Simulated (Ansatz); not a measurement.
# Rb: the cost of one run

Method: DFT PBEsol, scalar-relativistic, plane waves, PAW, in Ansatz 0.2.0.

3 further runs of the same task are left out: 3 set aside as unsound or not needed.

### 1 The system as given

The structure is orthorhombic, space group Cmcm (No. 63). The conventional cell has a = 4.695 Å, b = 15.676 Å, c = 4.839 Å, α = 90.00°, β = 90.00°, γ = 90.00°.

Coordinates:

```cif
data_structure
_symmetry_space_group_name_H-M 'Cmcm'
_symmetry_Int_Tables_number 63
_cell_length_a 4.6950
_cell_length_b 15.6762
_cell_length_c 4.8387
_cell_angle_alpha 90.000
_cell_angle_beta 90.000
_cell_angle_gamma 90.000
_cell_volume 356.12
loop_
_atom_site_label
_atom_site_type_symbol
_atom_site_symmetry_multiplicity
_atom_site_Wyckoff_symbol
_atom_site_fract_x
_atom_site_fract_y
_atom_site_fract_z
_atom_site_occupancy
Rb1 Rb 4 c 0.50000 0.36861 0.75000 1
```

This cell was relaxed beforehand with the same method: volume 89.03 Å³/atom, gap on the mesh none (metal).

The unstrained cell was computed beforehand with the same settings: E(σ→0) = -12867.8480 eV for 4 atoms, gap none (metal).

### 2 At -1.5 %

input.yaml

```yaml
crystal:
  lattice:
    - [4.766091037, 0.0, 0.0]
    - [0.0, 4.6245616768, 0.0]
    - [0.0, 0.0, 15.8172975917]
  atoms:
    - { symbol: Rb, position: [0.2503903452, 0.25, 0.8813886927] }
    - { symbol: Rb, position: [0.2496096548, 0.75, 0.3813886927] }
    - { symbol: Rb, position: [0.7503903452, 0.25, 0.6186113073] }
    - { symbol: Rb, position: [0.7496096548, 0.75, 0.1186113073] }
basis:
  ecutwfc: 420
kpoints:
  mp_grid: { grid: [12, 12, 4] }
hamiltonian:
  xc: pbesol
scf:
  occupations: { method: gaussian, width: 0.1 }
output:
  forces: true
  stress: true
  eigenvalues: true
relax:
  adjacent_minimum: "off"
  f_tol: 0.008
  max_steps: 40
  cell: { stress_tol: 0.015, fix: [a, b, gamma] }
```

Started as:

```
ansatz run input.yaml --threads 1 --pin off --max-ram 2560MiB --backend cpu --events-out ev --progress --plain --runs-dir out
```

Q: Estimate wall time and peak memory on 1 thread of Arm Neoverse V1, shared host.

About 3.3 min, with a peak of 1.1 GiB.
